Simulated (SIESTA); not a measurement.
## Au under changes of volume

One of the cells (16.855 Å³/atom); the others are scaled copies at fixed shape and fractional positions:

```
CELL_PARAMETERS angstrom
0.00000 2.03500 2.03500
2.03500 0.00000 2.03500
2.03500 2.03500 0.00000
ATOMIC_POSITIONS crystal
Au 0.00000 0.00000 0.00000
```

| Item | Value |
| --- | --- |
| Program | SIESTA 5.4.2 |
| Functional | LDA |
| Potentials or basis | PseudoDojo 0.4 standard (LDA files) |
| Basis | DZP (energy shift 0.003 Ry; two zetas on semicore shells) |
| Grid cutoff | 800 Ry |
| Energy shift | 0.003 Ry |
| k mesh | 11 × 11 × 11 |
| Occupations | fermi-dirac, width 0.05 eV |
| Spin | no spin polarisation |

```csv
volume (Å³/atom),energy over the lowest point (meV/atom),pressure (GPa)
15.843,29.64,11.6
16.181,10.53,6.6
16.518,0.98,2.4
16.855,0.00,-1.6
17.192,7.04,-5.1
17.529,?,?
17.866,40.08,-10.6
```

Question: What does the run at 17.529 Å³/atom give?

Answer: Energy over the lowest point 20.65 meV/atom; pressure -7.9 GPa.

Worked out: A Birch-Murnaghan fit of order 3 (a polynomial in V^(-2/3)) to the other rows has its minimum at 16.72 Å³/atom with B0 = V·E''(V) = 189 GPa and B' = 4.9. It gives 20.50 meV/atom at 17.529 Å³/atom, against the run's 20.65, and -dE/dV = -7.9 GPa, against -7.9.

Energies are extrapolated to zero smearing.

Caveats: short orbitals over semicore shells can move pressures by several GPa; the basis of atomic orbitals isn't converged, which shifts pressures, moduli and gaps.
